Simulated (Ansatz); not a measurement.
Ti$_{3}$SiC$_{2}$:
```cif
data_C4Si2Ti6
_chemical_formula_sum 'Ti6 Si2 C4'
_space_group_name_H-M_alt 'P 1'
_space_group_IT_number 1
_cell_length_a 3.06762
_cell_length_b 3.06762
_cell_length_c 17.67619
_cell_angle_alpha 90.000
_cell_angle_beta 90.000
_cell_angle_gamma 120.000
loop_
_space_group_symop_operation_xyz
  'x, y, z'
loop_
_atom_site_label
_atom_site_type_symbol
_atom_site_fract_x
_atom_site_fract_y
_atom_site_fract_z
_atom_site_occupancy
Ti1 Ti 0.66667 0.33333 0.36481 1
Ti2 Ti 0.33333 0.66667 0.63519 1
Ti3 Ti 0.33333 0.66667 0.86481 1
Ti4 Ti 0.66667 0.33333 0.13519 1
Ti5 Ti 0.00000 0.00000 0.50000 1
Ti6 Ti 0.00000 0.00000 0.00000 1
Si1 Si 0.00000 0.00000 0.75000 1
Si2 Si 0.00000 0.00000 0.25000 1
C1 C 0.33333 0.66667 0.42749 1
C2 C 0.66667 0.33333 0.57251 1
C3 C 0.66667 0.33333 0.92749 1
C4 C 0.33333 0.66667 0.07251 1
```

Relaxed with r²SCAN.

Tabulate the valence density and the electron localisation function along the shortest Ti–Ti contact (2.97 Å), r²SCAN in the plane-wave PAW code Ansatz.



```csv
distance from Ti (Å),density (e/Å³),ELF
0.30,9.38,0.70
0.45,6.37,0.75
0.59,3.39,0.69
0.74,1.43,0.47
0.89,0.58,0.19
1.04,0.32,0.08
1.19,0.24,0.10
1.34,0.22,0.17
1.49,0.21,0.20
1.64,0.21,0.17
1.78,0.23,0.10
1.93,0.31,0.09
2.08,0.58,0.20
2.23,1.43,0.50
2.38,3.41,0.70
2.53,6.38,0.75
2.68,9.37,0.70
```

The density is the valence pseudo-density with augmentation charge, so density and ELF within about 1 Å of a nucleus are not all-electron values.

Space group P6_3/mmc. The r²SCAN relaxation kept the symmetry of its start; of distortions, only those at the zone centre were tested. No spin polarisation was allowed.

Potentials: the earlier of the program's two PAW sets.
